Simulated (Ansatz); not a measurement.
Crystal: HfB2.

```
Hf B
1.0
     3.14000    0.00000    0.00000
    -1.57000    2.71932    0.00000
     0.00000    0.00000    3.48000
Hf B
1 2
Direct
  0.00407 0.99622 0.99703
  0.67352 0.34355 0.49131
  0.31739 0.67513 0.48455
```

The cell isn't the ideal one: atoms moved at random, drawn with an rms of 0.05 Å.

A run of Ansatz 0.2.0 on this cell left the log below. Logs are shortened: lines on timing, memory, paths and dates and some standing lists are left out, and cuts for length are marked.

```text
Warning: RAYON_NUM_THREADS=2 ignored (pool sized by the plan → 2); use --threads N
Engine: ansatz 0.2.0, aarch64-unknown-linux-gnu
Pseudopotentials: kind: paw
Pseudopotential: Hf, paw, valence charge 26, recommended cutoff 420 eV (normal), Hf.paw.azcp
Pseudopotential: B, paw, valence charge 3, recommended cutoff 420 eV (normal), B.paw.azcp
Functional definition: PBEsol
  exchange = pbesol_x
  correlation = pbesol_c
Crystal: 3 atoms, lattice volume = 29.715 Å³
Basis set: ecut = 420 eV, 563 PW (Γ), exchange–correlation on 48×48×48 points (8 copies of the dense FFT grid, shifted against one another)
Bands: 20, of which v1, the nominal top of the filled ones, is band 16 counted from 1 (15 counted from 0)
Symmetry: 1 space group operations
Space group: P1 (ITA 1), of the structure as read, at distance tolerance 3.1e-5 Å
k-points: 404 of 800 (time reversal used)
Non-local potential: Hf, projectors of the file, l = 0: 3, l = 1: 2, l = 2: 2, l = 3: 3
Non-local potential: B, projectors of the file, l = 0: 2, l = 1: 2, l = 2: 1
PAW form: soft (Blöchl's): semilocal exchange-correlation on the pseudo side does not see the compensation charge
PAW frozen core: Hf, regenerated for the run's functional, and the local potential with it (the file was generated under x = pbe(κ = 0.804, μ = 0.2195149727645171), c = pbe(β = 0.06672455060314922))
PAW frozen core: B, regenerated for the run's functional, and the local potential with it (the file was generated under x = pbe(κ = 0.804, μ = 0.2195149727645171), c = pbe(β = 0.06672455060314922))
PAW one-centre angular grid: Hf, 590 points (default); XC on 64 Gauss nodes
PAW one-centre angular grid: B, 110 points (default); XC on 64 Gauss nodes
Initial density: superposition of atomic densities (neutral atoms: chi_scale 0, normalization atom), corrected by the library's trained network
Initial wavefunctions: pseudopotential atomic-orbital guess
Functional: x = pbesol(κ = 0.804, μ = 0.12345679012345678), c = pbesol(β = 0.046)
SCF iter   1: F=—  HF=-15906.536437 eV  |F-HF|=—  |Δ(HF+E_count)|=         —  Δρ=5.78e-3  dr2=1.70e-2  ethr=1.77e-3  ⟨swp⟩=4.0  Hψ=31323  notcnv=0
preconditioner: auto → none  [metal: Δε(μ)=0.057 eV  Ē_g=17.401 eV  σ=0.050 eV  W_gap=0.28  n_scr=8 (ndim 8)  ℏωp=37.3 eV  f_vac=0.000  D(μ)=0.28/eV (n_scr^D=0)  sad-step TF]
SCF iter   2: F=—  HF=-15906.532571 eV  |F-HF|=—  |Δ(HF+E_count)|=   3.87e-3  Δρ=3.30e-3  dr2=5.87e-3  ethr=5.32e-5  ⟨swp⟩=1.2  Hψ=11413  notcnv=0
SCF iter   3: F=—  HF=-15906.531133 eV  |F-HF|=—  |Δ(HF+E_count)|=   1.44e-3  Δρ=1.20e-3  dr2=6.45e-4  ethr=1.84e-5  ⟨swp⟩=2.0  Hψ=12372  notcnv=0
SCF iter   4: F=—  HF=-15906.530780 eV  |F-HF|=—  |Δ(HF+E_count)|=   3.53e-4  Δρ=1.52e-4  dr2=2.42e-6  ethr=2.02e-6  ⟨swp⟩=2.0  Hψ=14548  notcnv=0
SCF iter   5: F=—  HF=-15906.530787 eV  |F-HF|=—  |Δ(HF+E_count)|=   6.88e-6  Δρ=3.26e-5  dr2=3.21e-7  ethr=7.55e-9  ⟨swp⟩=2.0  Hψ=14568  notcnv=0
SCF iter   6: F=-15906.530787 eV  HF=-15906.530787 eV  |F-HF|=2.22e-8  |Δ(HF+E_count)|=   4.79e-9  Δρ=8.65e-6  dr2=2.92e-8  ethr=3.13e-10  ⟨swp⟩=5.3  Hψ=36277  notcnv=0
SCF 1 converged in 6 iterations: F = -15906.530787 eV  dr2 = 2.92e-8
  greatest PAW one-centre occupation: 0.998 electrons in one spin orbital (limit 2), on the Hf atom at site 0 (counted from 0), in its partial waves of l = 3
SCF converged after 6 iterations
Free energy (F): -15906.530787 eV
Harris-Foulkes:  -15906.530787 eV  (|F-HF|=2.22e-8)
Internal energy: -15906.528437 eV  (E = F + TS)
E sigma→0 (E₀):  -15906.529612 eV
Entropy (-TS):   -0.002351 eV (-0.784 meV/atom)
Fermi energy:    20.294436 eV
--- Per-component energies (eV) ---
  E_band       = 125.591882
  E_kinetic    = 526.017461
  E_local      = -5285.282374  (includes V_loc(G=0)·N_el)
  E_nonlocal   = -1216.144113
  E_hartree    = 2516.914765
  E_xc         = -364.463752
  E_vxc        = -345.986469  (∫ρ·V_xc dr)
  E_paw        = -6958.734643  (= ΣΔE_a)
  E_vpaw       = 1413.158118  (= ΣTr[D̂ρ^β])
  E_aug_tail   = -0.000008  (compensation charges beyond the density's cutoff)
  E_ewald      = -5126.116287
  E_core_change = 1.280513  (= ΣΔE_core)
  E_smearing   = -0.002351  (= −TS)
  E_closure    = 0.000000  (closes the sum)
  Σ components = -15906.530787   (vs F -15906.530787, Δ=0.00e0)
--- Forces (eV/Å), atoms counted from 1 ---
  atom   1  Hf    -0.67061708     0.51715352    -0.47636313
  atom   2  B     -0.58644772    -0.39546860     0.10114776
  atom   3  B      1.25705534    -0.12167915     0.37513433
  max |Σ_I F_I| component: 8.10e-5 eV/Å
--- Stress (GPa, compression-positive) ---
       -2.856817      -0.272833       0.475014
       -0.272833      -3.346620      -0.321795
        0.475015      -0.321796      -4.347985
  P = ⅓ Tr σ = -3.5171 GPa (-35.171 kbar)
--- Band table (eV; the first three rows and the last of 404) ---
  k-point 0: bands = ["-41.3532", "-10.2312", "-9.7563", "-9.7298", "6.6670", "8.6640", "8.6814", "8.6925", "8.6979", "8.6994", "8.7001", "8.7922", "17.1563", "17.2767", "17.7358", "17.7971", "24.2035", "24.3780", "24.6357", "24.8320"]
  k-point 1: bands = ["-41.3522", "-10.2732", "-9.7532", "-9.7269", "6.9137", "8.6616", "8.6814", "8.6945", "8.6956", "8.6966", "8.7032", "8.7923", "15.8785", "17.3529", "17.9359", "19.0303", "22.7389", "23.2220", "24.3371", "24.5472"]
  k-point 2: bands = ["-41.3496", "-10.3726", "-9.7456", "-9.7198", "7.5941", "8.6591", "8.6813", "8.6865", "8.6891", "8.7040", "8.7106", "8.7923", "14.2538", "17.7923", "18.4118", "20.4993", "21.4442", "21.9813", "23.1908", "23.4426"]
  k-point 403: bands = ["-41.2970", "-10.4766", "-10.3321", "-9.8816", "8.6470", "8.6786", "8.6943", "8.6971", "8.7249", "8.7395", "8.7567", "9.9731", "13.1634", "15.3436", "15.7834", "17.6026", "24.3000", "24.5608", "26.5876", "27.4626"]
```

Question: Write the input and the command behind it.

Answer: Single point with PBEsol, no spin polarisation. The files as run (others can give the same):

input.yaml
```yaml
crystal:
  lattice:
    - [3.14, 0.0, 0.0]
    - [-1.57, 2.7193197679, 0.0]
    - [0.0, 0.0, 3.48]
  atoms:
    - { symbol: Hf, position: [0.00407, -0.003784, -0.002973] }
    - { symbol: B, position: [0.673524, 0.34355, 0.491307] }
    - { symbol: B, position: [0.31739, 0.675133, 0.484549] }
hamiltonian:
  xc: pbesol
  pseudopotentials: { kind: paw }
kpoints:
  mp_grid: { grid: [10, 10, 8] }
scf:
  occupations: { method: fermi_dirac, width: 0.05 }
output:
  forces: true
  stress: true
  eigenvalues: true
```

Potentials or basis: Ansatz PAW.
Run with:
```sh
$ ansatz run input.yaml --threads 2 --pin off --max-ram 5632MiB --backend cpu --events-out ev --progress --plain --runs-dir out
```

Caveat: the PAW data sets come from PBE, with cores solved anew for the run's functional, which leaves a small shift of forces and pressure.
